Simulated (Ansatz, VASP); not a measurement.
C in VASP and in Ansatz

```
C
1.0
     2.46530    0.00000    0.00000
    -1.23265    2.13501    0.00000
     0.00000    0.00000   32.74054
C
4
Direct
  0.00000 0.00000 0.44801
  0.66667 0.33333 0.44800
  0.00000 0.00000 0.55199
  0.33333 0.66667 0.55200
```

Alike in both runs: task single point; functional PBE; dispersion D3(BJ); k mesh 9 × 9 × 1; occupations gaussian, width 0.1 eV; no spin polarisation.

```csv
,VASP,Ansatz
version,VASP 6.6.1,Ansatz 0.2.0
potentials or method,"VASP PAW PBE potentials, release 64 (C)","scalar-relativistic, plane waves, PAW"
plane-wave cutoff (eV),520,420
valence electrons in the cell,16,16
```

|  | VASP | Ansatz | Ansatz less VASP |
| --- | --- | --- | --- |
| gap on the k mesh at the Fermi level (eV) | none | none | - |
| rms of the force components (eV/Å) | 0.007 | 0.008 | 0.0000 |
| work function, face that differs most (eV) | 4.26 | 4.27 | +0.008 |

Atom by atom the forces differ by 0.000 eV/Å (rms over components). A gap of «none» marks a metal or a gap that the smearing closes.
